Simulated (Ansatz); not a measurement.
# SnSe: response to strain

Aim: deform SnSe (equal xx and yy strain of +3 %) and compute stress, forces and field gradients with LAPW, PAW and all-electron datasets made for the crystal.

Computed with Ansatz 0.2.0 (DFT PBE, scalar-relativistic, unless a step's input says otherwise).

## Step 1: The system as given

Symmetry: Fm-3m, No. 225, cubic system. Conventional cell: a = 6.020 Å, b = 6.020 Å, c = 6.020 Å, α = 90.00°, β = 90.00°, γ = 90.00°. Around Sn (site symmetry m-3m) lie 6 Se at 3.01 Å. Se (site symmetry m-3m) is surrounded by 6 Sn at 3.01 Å.

As a file:

```cif
data_structure
_symmetry_space_group_name_H-M 'Fm-3m'
_symmetry_Int_Tables_number 225
_cell_length_a 6.0200
_cell_length_b 6.0200
_cell_length_c 6.0200
_cell_angle_alpha 90.000
_cell_angle_beta 90.000
_cell_angle_gamma 90.000
_cell_volume 218.17
loop_
_atom_site_label
_atom_site_type_symbol
_atom_site_symmetry_multiplicity
_atom_site_Wyckoff_symbol
_atom_site_fract_x
_atom_site_fract_y
_atom_site_fract_z
_atom_site_occupancy
Sn1 Sn 4 a 0.00000 0.00000 0.00000 1
Se1 Se 4 b 0.50000 0.00000 0.00000 1
```

The file gives the conventional cell by its symmetry; the runs use the cell typed in the input.

Atoms are numbered in the order of the input: Sn1, Se2.

## Step 2: After the deformation

Space group Fm-3m before, I4/mmm after.

## Step 3: Full-potential LAPW

input.yaml

```yaml
crystal:
  lattice:
    - [0.0, 3.1003, 3.01]
    - [3.1003, 0.0, 3.01]
    - [3.1003, 3.1003, 0.0]
  atoms:
    - { symbol: Sn, position: [0.0, 0.0, 0.0] }
    - { symbol: Se, position: [0.5, 0.5, 0.5] }
kpoints:
  mp_grid: { grid: [9, 9, 9] }
  band_path:
    path:
      - [0.0, 0.0, 0.0]
      - [0.0, 0.5, 0.5]
      - [0.25, 0.75, 0.5]
      - [0.0, 0.5, 0.0]
      - [0.0, 0.0, 0.0]
      - [0.5, 0.5, 0.0]
      - [0.3826125, 0.6173875, 0.0]
      - [-0.3826125, 0.3826125, 0.0]
      - [0.0, 0.0, 0.0]
    npoints: 5
scf:
  occupations: { method: fermi_dirac, width: 0.02 }
hamiltonian:
  xc: pbe
  pseudopotentials: { kind: all_electron, lapw: { basis_error: 0.00025 } }
output:
  forces: true
  stress: true
  eigenvalues: true
```

On the command line:

```console
$ ansatz run input.yaml --threads 1 --pin off --max-ram 3072MiB --backend cpu --events-out ev --progress --plain --runs-dir out
```

## Step 4: PAW on the default files

input.yaml

```yaml
crystal:
  lattice:
    - [0.0, 3.1003, 3.01]
    - [3.1003, 0.0, 3.01]
    - [3.1003, 3.1003, 0.0]
  atoms:
    - { symbol: Sn, position: [0.0, 0.0, 0.0] }
    - { symbol: Se, position: [0.5, 0.5, 0.5] }
kpoints:
  mp_grid: { grid: [9, 9, 9] }
scf:
  occupations: { method: fermi_dirac, width: 0.02 }
hamiltonian:
  xc: pbe
  pseudopotentials: { kind: paw }
output:
  forces: true
  stress: true
  eigenvalues: true
  efg: { contact_densities: true }
```

## Step 5: All-electron PAW on datasets made for the crystal

Edit input.yaml of step 4 so:

```diff
@@ -14,3 +14,3 @@
   xc: pbe
-  pseudopotentials: { kind: paw }
+  pseudopotentials: { kind: all_electron, datasets: crystal }
 output:
```

(Steps that only read results are left out.)

Before running it: what results should come out? Wanted: pressure; largest shear or deviatoric stress.

**Answer**, as computed:

| quantity | value |
| --- | --- |
| pressure | LAPW -1.63, PAW -1.62, crystal datasets -1.63 GPa |
| largest shear or deviatoric stress (LAPW) | 1.93 GPa |

In words: The largest part of the stress beyond the pressure is 1.93 GPa in size, in the zz component; the atoms are carried along and not relaxed. No run of the undeformed cell stands beside it, so the pressure holds what the given cell had before the change. PAW: stress within 0.01 GPa of LAPW. Crystal datasets: stress within 0.01 GPa of LAPW.
